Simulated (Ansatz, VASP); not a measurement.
**Ta in VASP and in Ansatz**

```
Ta
1.0
    -1.66865    1.66865    1.66865
     1.66865   -1.66865    1.66865
     1.66865    1.66865   -1.66865
Ta
1
Direct
  0.00000 0.00000 0.00000
```

Alike in both runs: task single point; functional r2SCAN; k mesh 18 × 18 × 18; occupations gaussian, width 0.1 eV; no spin polarisation.

|  | VASP | Ansatz |
| --- | --- | --- |
| version | VASP 6.6.1 | Ansatz 0.2.0 |
| potentials or method | VASP PAW PBE potentials, release 64 (Ta_pv) | scalar-relativistic, plane waves, PAW |
| plane-wave cutoff (eV) | 520 | 500 |
| valence electrons in the cell | 11 | 13 |

|  | VASP | Ansatz | Ansatz less VASP |
| --- | --- | --- | --- |
| gap on the k mesh at the Fermi level (eV) | none | none | - |
| pressure (GPa) | -5.1 | -5.7 | -0.55 |

A gap of «none» marks a metal or a gap that the smearing closes. With one functional, cell and mesh, what is left measures potentials, basis and numerics. The two sets of potentials don't hold the same shells in valence.

Caveats: the PAW data sets were made with another functional, which shifts forces and pressure a little (VASP). The runs have no spin-orbit coupling, so splittings on Ta are missing.
